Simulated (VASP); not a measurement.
Crystal: MoSe2.

```xyz
6
Lattice="3.2880 0.0000 0.0000 -1.6440 2.8475 0.0000 0.0000 0.0000 12.9000" Properties=species:S:1:pos:R:3 pbc="T T T"
Mo    0.0000    1.8983    3.2250
Mo    1.6440    0.9492    9.6750
Se    0.0000    1.8983    8.0625
Se    1.6440    0.9492    1.6125
Se    0.0000    1.8983   11.2875
Se    1.6440    0.9492    4.8375
```

* Program: VASP 6.6.1
* Task: relaxation of cell and atoms
* Functional: PBE
* Dispersion: D3(BJ)
* Potentials or basis: VASP PAW PBE potentials, release 64 (Mo_sv, Se)
* Cutoff: 600 eV
* k mesh: 9 × 9 × 2
* Occupations: gaussian, width 0.03 eV
* Spin: no spin polarisation

At the start: pressure 4.5 GPa; volume 20.13 Å³/atom.

Task: How do energy, volume and symmetry change on relaxing?

Result: Over 14 steps the energy falls by 24.1 meV/atom and the volume is 19.74 Å³/atom (-1.9 %); space group P6_3/mmc (No. 194, to 0.05 Å).

The path:
```csv
step,energy change (eV),largest force (eV/Å),pressure (GPa),volume (Å³)
1,0.0000,1.1441,4.52,120.78
2,0.2308,1.2853,-9.26,130.92
3,-0.1073,0.1481,-1.23,124.27
4,-0.1075,0.1809,-1.04,124.14
5,-0.1225,0.1168,-0.28,122.48
6,-0.1232,0.0997,-0.06,122.02
7,-0.1275,0.0908,-0.06,121.61
8,-0.1379,0.0632,-0.04,120.35
9,-0.1435,0.0013,0.20,117.83
10,-0.1443,0.0241,0.12,118.56
11,-0.1444,0.0212,0.12,118.46
12,-0.1443,0.0191,0.13,118.39
13,-0.1425,0.1161,-0.76,118.94
14,-0.1444,0.0004,0.01,118.46
```

Final structure:
```
Mo Se
1.0
     3.27866    0.00000    0.00000
    -1.63933    2.83941    0.00000
     0.00000    0.00000   12.72501
Mo Se
2 4
Direct
  0.33333 0.66667 0.25000
  0.66667 0.33333 0.75000
  0.33333 0.66667 0.61833
  0.66667 0.33333 0.11833
  0.33333 0.66667 0.88167
  0.66667 0.33333 0.38167
```
